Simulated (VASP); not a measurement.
Crystal: SiC.

```
Si C
1.0
     0.00000    2.17900    2.17900
     2.17900    0.00000    2.17900
     2.17900    2.17900    0.00000
Si C
1 1
Direct
  0.00000 0.00000 0.00000
  0.25000 0.25000 0.25000
```

Program: VASP 6.6.1. Alike in all runs: task band structure; potentials or basis VASP PAW PBE potentials, release 64 (Si, C); no spin polarisation; cell as given; cutoff (eV) 520; smearing gaussian 0.03 eV.

Question: Order these runs on this cell by their band gap on the k mesh, lowest first.
A. level PBE0; k mesh 6 × 6 × 6; grid for exact exchange (PRECFOCK) Fast; exchange at q = 0 truncated
B. level HSE06; k mesh 6 × 6 × 6; grid for exact exchange (PRECFOCK) Fast; screening parameter 0.2 1/A
C. level PBEsol; k mesh 6 × 6 × 6; grid for exact exchange (PRECFOCK) Fast
D. level r2SCAN; k mesh 10 × 10 × 10

Answer: C (1.23 eV), D (1.72 eV), B (2.25 eV), A (2.96 eV).

A k mesh can miss the band edges.

Not every run made on this cell is shown here.
